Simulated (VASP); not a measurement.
# Hf in VASP: notebook

One slab, Hf, is run at these levels: PBE; tasks: single point.

Everything below comes from runs of VASP 6.6.1. Logs are shortened: lines on timing, memory, paths and dates and some standing lists are left out, and cuts for length are marked.

### Step 1. Starting point

The cell holds a slab with vacuum, 6 atoms: a = 3.197 Å, b = 3.197 Å, c = 24.645 Å, α = 90.00°, β = 90.00°, γ = 120.00°.

The slab is cut from a database's or a generator's crystal, which needn't be the stable form of the element.

### Step 2. Single point, PBE

Input file INCAR:

```
  PREC = Accurate
  ENCUT = 350
  EDIFF = 1E-7
  ISMEAR = 1
  SIGMA = 0.1
  LREAL = F
  LASPH = T
  NELM = 120
  ALGO = Normal
  ISIF = 2
  LWAVE = F
  LCHARG = F
  LDIPOL = T
  IDIPOL = 3
  DIPOL = 0.5 0.5 0.500
  GGA = PE
  NBANDS = 44
  LVHAR = T
  LVACPOTAV = T
```

Input file KPOINTS:

```
regular mesh
0
Gamma
  12 12 1
```

Input file POSCAR:

```
Hf
1.0
    3.1966985242      0.0000000000      0.0000000000
   -1.5983492621      2.7684221302      0.0000000000
    0.0000000000      0.0000000000     24.6445000000
Hf
6
Direct
    0.6666666667      0.3333333334      0.2434620301
    0.3333333333      0.6666666666      0.3460772180
    0.6666666667      0.3333333334      0.4486924060
    0.3333333333      0.6666666666      0.5513075940
    0.6666666667      0.3333333334      0.6539227820
    0.3333333333      0.6666666666      0.7565379699
```

Potentials or basis: VASP PAW PBE potentials, release 64 (Hf_pv).

On the command line:

```console
$ cat potpaw_PBE.64/Hf_pv/POTCAR > POTCAR
$ mpirun -np 1 vasp_std > vasp.out
```

OUTCAR:

```text
PREC = Accurate
   ENCUT = 350
   EDIFF = 1E-7
   ISMEAR = 1
   LREAL = F
   LASPH = T
   NELM = 120
   ISIF = 2
   GGA = PE

 Found     19 irreducible k-points:

 Following reciprocal coordinates:
            Coordinates               Weight
  0.000000  0.000000  0.000000      1.000000
  0.083333 -0.000000  0.000000      6.000000
  0.166667 -0.000000  0.000000      6.000000
  0.250000  0.000000  0.000000      6.000000
  0.333333  0.000000  0.000000      6.000000
  0.416667  0.000000  0.000000      6.000000
   k-points           NKPTS =     19   k-points in BZ     NKDIM =     19   number of bands    NBANDS=     44
   number of dos      NEDOS =    301   number of ions     NIONS =      6
   total plane-waves  NPLWV =  60000
   dimension x,y,z NGX =    20 NGY =   20 NGZ =  150
   dimension x,y,z NGXF=    40 NGYF=   40 NGZF=  300
   ions per type =               6
   NGX,Y,Z   is equivalent  to a cutoff of  10.40, 10.40, 10.12 a.u.
   NGXF,Y,Z  is equivalent  to a cutoff of  20.80, 20.80, 20.24 a.u.
 SYSTEM =  unknown system
   PREC   = accura    normal or accurate (medium, high low for compatibility)
   ISTART =      0    job   : 0-new  1-cont  2-samecut
   ICHARG =      2    charge: 1-file 2-atom 10-const
   ISPIN  =      1    spin polarized calculation?
   LNONCOLLINEAR =      F non collinear calculations
   LSORBIT =      F    spin-orbit coupling
   LASPH  =      T    aspherical Exc in radial PAW
   ENCUT  =  350.0 eV  25.72 Ry    5.07 a.u.   4.88  4.88 37.59*2*pi/ulx,y,z
   NELM   =    120;   NELMIN=  2; NELMDL= -5     # of ELM steps
   EDIFF  = 0.1E-06   stopping-criterion for ELM
   LREAL  =      F    real-space projection
   EDIFFG = 0.1E-05   stopping-criterion for IOM
   NSW    =      0    number of steps for IOM
   IBRION =     -1    ionic relax: 0-MD 1-quasi-New 2-CG
   NFREE  =      0    steps in history (QN), initial steepest desc. (CG)
   ISIF   =      2    stress and relaxation
   ISYM   =      2    0-nonsym 1-usesym 2-fastsym
   POTIM  = 0.5000    time-step for ionic-motion
   TEBEG  =    0.0;   TEEND  =   0.0 temperature during run
   PSTRESS=    0.0 pullay stress
   NELECT =      60.0000    total number of electrons
   NUPDOWN=      -1.0000    fix difference up-down
   EMIN   =  10.00;   EMAX   =-10.00  energy-range for DOS
   EFERMI =   0.00;   METHOD = LEGACY
   ISMEAR =     1;   SIGMA  =   0.10  broadening in eV -4-tet -1-fermi 0-gaus
   EFERMI_NEDOS =   21; number of points for ismear=-14 and -15
   IALGO  =     38    algorithm
   IMIX   =      4    mixing-type and parameters
     AMIX     =   0.40;   BMIX     =  1.00
     AMIX_MAG =   1.60;   BMIX_MAG =  1.00
  volume/ion in A,a.u.               =      36.35       245.30
  Fermi-wavevector in a.u.,A,eV,Ry     =   1.064733  2.012053 15.424322  1.133656
  Thomas-Fermi vector in A             =   2.200261
   LORBIT       =      0    0 simple, 1 ext, 2 COOP (PROOUT), +10 PAW based schemes
   GGA     = PE    functional components
   LHFCALC =     F    Hartree Fock is set to
   AEXX    =    0.0000 exact exchange contribution
   IVDW    =     0    specifies the selected vdW correction
   LEPSILON=     F    determine dielectric tensor
   LRPA    =     F    only Hartree local field effects (RPA)
 non-spin polarized calculation
 Methfessel and Paxton  Order N= 1 SIGMA  =   0.10
  energy-cutoff  :      350.00
  volume of cell :      218.10
 maximum number of plane-waves:      3291
 NGX is ok and might be reduce to    20
   NGX =  9   NGY =  9   NGZ = 75

 dipolmoment           0.000000      0.000000      0.000000 electrons x Angstroem

 number of electron      60.0000014 magnetization

 dipolmoment           0.000000      0.000000     -0.000000 electrons x Angstroem

 Free energy of the ion-electron system (eV)
  ---------------------------------------------------
  ext. energy  EPLUGINS =         0.00000000
  ---------------------------------------------------
  free energy    TOTEN  =       -57.49441526 eV

  energy without entropy =      -57.49209889  energy(sigma->0) =      -57.49364314

 E-fermi :   1.4610     XC(G=0):  -7.7713

 val. band max:        1.4588444821   @ k =   0.3333   0.0833   0.0000
 cond. band min:       1.4730956399   @ k =   0.3333   0.0833   0.0000
 fundamental gap:      0.0142511578
 Fermi energy:         1.4609747860

 k-point     1 :       0.0000    0.0000    0.0000
  band No.  band energies     occupation
      1     -29.6475      2.00000
      2     -29.6291      2.00000
      3     -29.4519      2.00000
      4     -29.1769      2.00000
      5     -29.0956      2.00000
      6     -29.0956      2.00000
[... 34 lines left out ...]
     41       3.0547     -0.00000
     42       3.3575     -0.00000

 k-point     2 :       0.0833   -0.0000    0.0000
  band No.  band energies     occupation
      1     -29.6360      2.00000
      2     -29.6204      2.00000
      3     -29.4444      2.00000
      4     -29.1893      2.00000
      5     -29.1366      2.00000
      6     -29.1250      2.00000
[... 34 lines left out ...]
     41       3.2118     -0.00000
     42       3.2224     -0.00000

 k-point     3 :       0.1667   -0.0000    0.0000
  band No.  band energies     occupation
      1     -29.6055      2.00000
      2     -29.5971      2.00000
      3     -29.4246      2.00000
      4     -29.2639      2.00000
      5     -29.2424      2.00000
      6     -29.1718      2.00000
[... 34 lines left out ...]
     41       3.4152     -0.00000
     42       3.6023      0.00000

 k-point     4 :       0.2500    0.0000    0.0000
  band No.  band energies     occupation
      1     -29.5691      2.00000
      2     -29.5683      2.00000
      3     -29.4183      2.00000
      4     -29.3951      2.00000
      5     -29.3602      2.00000
      6     -29.2351      2.00000
[... 34 lines left out ...]
     41       3.8572      0.00000
     42       4.0491      0.00000

 k-point     5 :       0.3333    0.0000    0.0000
  band No.  band energies     occupation
      1     -29.5566      2.00000
      2     -29.5544      2.00000
      3     -29.5193      2.00000
      4     -29.5169      2.00000
      5     -29.3700      2.00000
      6     -29.3320      2.00000
[... 34 lines left out ...]
     41       4.2812      0.00000
     42       4.5519      0.00000

 k-point     6 :       0.4167    0.0000    0.0000
  band No.  band energies     occupation
      1     -29.6304      2.00000
      2     -29.6290      2.00000
      3     -29.5400      2.00000
      4     -29.5335      2.00000
      5     -29.4166      2.00000
      6     -29.3899      2.00000
[... 34 lines left out ...]
     41       4.7486      0.00000
     42       4.7522      0.00000

 [... further k-points ...]

 [bands above 42 left out]

------------------------ aborting loop because EDIFF is reached ----------------------------------------

  FORCE on cell =-STRESS in cart. coord.  units (eV):
  Direction    XX          YY          ZZ          XY          YZ          ZX
  --------------------------------------------------------------------------------------
  -------------------------------------------------------------------------------------
  Total       -2.2164247     -2.2164247     -2.6002459     -0.0000000      0.0000000      0.0000000
  in kB      -16.2820678    -16.2820678    -19.1016554     -0.0000000      0.0000000      0.0000000
  external PRESSURE =     -17.2219303 kB  Pullay stress =       0.0000000 kB

 VOLUME and BASIS-vectors are now :
 -----------------------------------------------------------------------------
  energy-cutoff  :      350.00
  volume of cell :      218.10
      direct lattice vectors                 reciprocal lattice vectors
     3.196698524  0.000000000  0.000000000     0.312822743  0.180608295  0.000000000
    -1.598349262  2.768422130  0.000000000     0.000000000  0.361216589  0.000000000
     0.000000000  0.000000000 24.644500000     0.000000000  0.000000000  0.040577005

 POSITION                                       TOTAL-FORCE (eV/Angst)
 -----------------------------------------------------------------------------------
      1.59835      0.92281      6.00000         0.000000      0.000000      0.633825
     -0.00000      1.84561      8.52890        -0.000000      0.000000     -0.765232
      1.59835      0.92281     11.05780        -0.000000      0.000000      0.112606
     -0.00000      1.84561     13.58670         0.000000      0.000000     -0.112606
      1.59835      0.92281     16.11560         0.000000      0.000000      0.765232
     -0.00000      1.84561     18.64450        -0.000000     -0.000000     -0.633825
 -----------------------------------------------------------------------------------
    total drift:                               -0.000000      0.000000      0.000000

  FREE ENERGIE OF THE ION-ELECTRON SYSTEM (eV)
  ---------------------------------------------------
  free  energy   TOTEN  =       -57.4944152604 eV

  energy  without entropy=      -57.4920988852  energy(sigma->0) =      -57.49364314

 vacuum level on the upper side and lower side of the slab         5.841         5.841
```

OSZICAR:

```text
N       E                     dE             d eps       ncg     rms          rms(c)
DAV:   1     0.213418734198E+03    0.21342E+03   -0.27718E+04  2104   0.911E+02
[... 42 lines left out ...]
DAV:  44    -0.574944157887E+02    0.97098E-05   -0.17590E-05  2200   0.149E-02    0.324E-02
DAV:  45    -0.574944150945E+02    0.69412E-06   -0.39202E-06  2208   0.817E-03    0.278E-02
DAV:  46    -0.574944153308E+02   -0.23623E-06   -0.22256E-06  1968   0.569E-03    0.160E-02
DAV:  47    -0.574944155775E+02   -0.24671E-06   -0.46101E-07  1812   0.320E-03    0.137E-02
DAV:  48    -0.574944153890E+02    0.18844E-06   -0.29578E-07  1488   0.214E-03    0.799E-03
DAV:  49    -0.574944152319E+02    0.15712E-06   -0.55332E-07  1624   0.253E-03    0.383E-03
DAV:  50    -0.574944152604E+02   -0.28477E-07   -0.10360E-07  1252   0.112E-03
   1 F= -.57494415E+02 E0= -.57493643E+02  d E =-.231638E-02
```

stdout:

```text
POSCAR found type information on POSCAR Hf
 POSCAR found :  1 types and       6 ions
 scaLAPACK will be used
 LDA part: xc-table for (Slater+PW92), standard interpolation
 POSCAR, INCAR and KPOINTS ok, starting setup
 FFT: planning ... GRIDC
 FFT: planning ... GRID_SOFT
 FFT: planning ... GRID
 WAVECAR not read
 entering main loop
 -----------------------------------------------------------------------------
|                                                                             |
|           W    W    AA    RRRRR   N    N  II  N    N   GGGG   !!!           |
|           W    W   A  A   R    R  NN   N  II  NN   N  G    G  !!!           |
|           W    W  A    A  R    R  N N  N  II  N N  N  G       !!!           |
|           W WW W  AAAAAA  RRRRR   N  N N  II  N  N N  G  GGG   !            |
|           WW  WW  A    A  R   R   N   NN  II  N   NN  G    G                |
|           W    W  A    A  R    R  N    N  II  N    N   GGGG   !!!           |
|                                                                             |
|     Did not find any points to average over, which means that no vacuum     |
|     field-free region was found. Please increase the size of  your cell     |
|     in the dimension of the dipole correction to obtain accurate            |
|     workfunction values.                                                    |
|                                                                             |
 -----------------------------------------------------------------------------
```

It took 3 min on 1 thread of Intel Xeon 6975P-C (Granite Rapids), shared host; peak memory 0.26 GiB.

The run converged, but some of its settings lie outside the range that counts as converged, so its numbers aren't taken as properties of the slab.

What came out:

```yaml
Free_energy: -57.4944 eV
Largest_force: 0.765 eV/Å
Band_gap_on_the_k_mesh: none (metal or under the smearing width)
Work_function_of_the_upper_face: 4.38 eV
Work_function_of_the_lower_face: 4.38 eV
```

### Step 3. Single point, PBE

Changes to INCAR since step 2:

```diff
@@ -1,3 +1,3 @@
   PREC = Accurate
-  ENCUT = 350
+  ENCUT = 400
   EDIFF = 1E-7
```

KPOINTS is that of step 2.

POSCAR is that of step 2.

Potentials or basis: VASP PAW PBE potentials, release 64 (Hf_pv).

On the command line:

```console
$ cat potpaw_PBE.64/Hf_pv/POTCAR > POTCAR
$ mpirun -np 1 vasp_std > vasp.out
```

It took 3.5 min on 1 thread of Intel Xeon 6975P-C (Granite Rapids), shared host; peak memory 0.32 GiB.

These settings aren't checked as converged: the numbers below hold their error.

Results:

- Free energy: -57.4989 eV
- Largest force: 0.765 eV/Å
- Band gap on the k mesh: none (metal or under the smearing width)
- Work function of the upper face: 4.37 eV
- Work function of the lower face: 4.37 eV

### Step 4. Single point, PBE

Changes to INCAR since step 3:

```diff
@@ -2,3 +2,3 @@
   ENCUT = 400
-  EDIFF = 1E-7
+  EDIFF = 0.001
   ISMEAR = 1
```

KPOINTS is that of step 3.

POSCAR is that of step 3.

On the command line:

```console
$ cat potpaw_PBE.64/Hf_pv/POTCAR > POTCAR
$ mpirun -np 1 vasp_std > vasp.out
```

Wall time 2.2 min (1 thread of Intel Xeon 6975P-C (Granite Rapids), shared host); peak memory 0.32 GiB.

These settings aren't checked as converged: the numbers below hold their error.

What came out:

```
Free energy            : -57.5130 eV
Largest force          : 0.758 eV/Å
Band gap on the k mesh : none (metal or under the smearing width)
```

### Step 5. Single point, PBE

This run uses another cell than the first one, of 40.77 Å³/atom, 1.122 times its volume.

Changes to INCAR since step 4:

```diff
@@ -2,3 +2,3 @@
   ENCUT = 400
-  EDIFF = 0.001
+  EDIFF = 1E-7
   ISMEAR = 1
```

KPOINTS is that of step 4.

Input file POSCAR:

```
Hf
1.0
    3.1966985242      0.0000000000      0.0000000000
   -1.5983492621      2.7684221302      0.0000000000
    0.0000000000      0.0000000000     27.6445000000
Hf
6
Direct
    0.6666666667      0.3333333334      0.2713017056
    0.3333333333      0.6666666666      0.3627810234
    0.6666666667      0.3333333334      0.4542603411
    0.3333333333      0.6666666666      0.5457396589
    0.6666666667      0.3333333334      0.6372189766
    0.3333333333      0.6666666666      0.7286982944
```

On the command line:

```console
$ cat potpaw_PBE.64/Hf_pv/POTCAR > POTCAR
$ mpirun -np 1 vasp_std > vasp.out
```

It took 4.5 min on 1 thread of Intel Xeon 6975P-C (Granite Rapids), shared host; peak memory 0.35 GiB.

The run converged, but some of its settings lie outside the range that counts as converged, so its numbers aren't taken as properties of the slab.

What came out:

- Free energy: -57.4990 eV
- Largest force: 0.764 eV/Å
- Band gap on the k mesh: none (metal or under the smearing width)
- Work function of the upper face: 4.39 eV
- Work function of the lower face: 4.39 eV
